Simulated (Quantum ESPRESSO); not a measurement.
A run of Quantum ESPRESSO 7.5 is set up as follows.

File pw.in:

```
&CONTROL
  calculation = 'vc-relax'
  prefix = 'pwscf'
  outdir = './tmp'
  pseudo_dir = './pseudo'
  tprnfor = .true.
  tstress = .true.
  disk_io = 'low'
  nstep = 40
  forc_conv_thr = 0.0004
  etot_conv_thr = 1d-05
/
&SYSTEM
  ibrav = 0
  nat = 2
  ntyp = 2
  ecutwfc = 63
  ecutrho = 506
  nbnd = 9
  input_dft = 'pbesol'
  occupations = 'smearing'
  smearing = 'fd'
  degauss = 0.00367493
/
&ELECTRONS
  conv_thr = 4d-10
  electron_maxstep = 120
  mixing_beta = 0.5
/
&IONS
  ion_dynamics = 'bfgs'
/
&CELL
  cell_dynamics = 'bfgs'
  press = 300
  press_conv_thr = 0.3
/
ATOMIC_SPECIES
Si    28.0850 Si.pbe-n-rrkjus_psl.1.0.0.UPF
C     12.0110 C.pbe-n-kjpaw_psl.1.0.0.UPF
CELL_PARAMETERS angstrom
   0.0000000000    2.1790000000    2.1790000000
   2.1790000000    0.0000000000    2.1790000000
   2.1790000000    2.1790000000    0.0000000000
ATOMIC_POSITIONS crystal
Si     0.0000000000    0.0000000000    0.0000000000
C      0.7500000000    0.7500000000    0.7500000000
K_POINTS automatic
10 10 10 0 0 0
```

Potentials or basis: SSSP 1.3 efficiency PBE.

Command:

```sh
$ OMP_NUM_THREADS=1 pw.x -in pw.in > pw.out
```

Task: Predict the band gap on the k mesh.

Result: 1.14 eV, indirect (least direct gap 4.56 eV).

Task: Predict the space group after relaxing (to 0.05 Å).

Result: F-43m (No. 216).

Task: Predict the relaxed volume.

Result: 9.29 Å³/atom.

Task: What does it give for the relaxed cell?

Result: a = 2.973 Å, b = 2.973 Å, c = 2.973 Å, α = 60.00°, β = 60.00°, γ = 60.00°.

Final structure:
```
Si C
1.0
     0.00000    2.10201    2.10201
     2.10201    0.00000    2.10201
     2.10201    2.10201    0.00000
Si C
1 1
Direct
  0.00000 0.00000 0.00000
  0.75000 0.75000 0.75000
```

Caveat: the potentials were made for another functional, which shifts forces and pressure. A k mesh can miss the band edges.
